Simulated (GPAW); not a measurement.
Crystal: Pt.

```
Pt
1.0
     2.76067    0.00000    0.00000
    -1.38033    2.39081    0.00000
     0.00000    0.00000    4.79213
Pt
2
Direct
  0.33333 0.66667 0.25000
  0.66667 0.33333 0.75000
```

This isn't the form of Pt at room conditions, which is fcc.

```yaml
Program: GPAW 26.7.0
Task: relaxation of cell and atoms
Functional: PBEsol
Potentials_or_basis: PAW data sets generated in the run's folder for this functional
Cutoff: 600 eV
Basis: pw
k_mesh: 8 × 8 × 4
Occupations: fermi-dirac, width 0.05 eV
Spin: no spin polarisation
```

At the start: pressure -10.6 GPa; volume 15.81 Å³/atom.

How do energy, volume and symmetry change on relaxing?

Over 5 steps the energy falls by 26.6 meV/atom and the volume is 15.12 Å³/atom (-4.4 %); space group P6_3/mmc (No. 194, to 0.05 Å).

The path:
```csv
step,energy change (eV),largest force (eV/Å),pressure (GPa),volume (Å³)
1,0.0000,0.0000,-10.55,31.63
2,-0.0362,0.0000,-5.40,30.93
3,-0.0499,0.0000,0.72,30.21
4,-0.0509,0.0000,0.45,30.23
5,-0.0533,0.0000,0.03,30.25
```

Final structure:
```
CELL_PARAMETERS angstrom
2.74090 0.00000 0.00000
-1.37045 2.37369 0.00000
0.00000 0.00000 4.64881
ATOMIC_POSITIONS crystal
Pt 0.33333 0.66667 0.25000
Pt 0.66667 0.33333 0.75000
```

Caveat: later steps reuse the first step's grids.
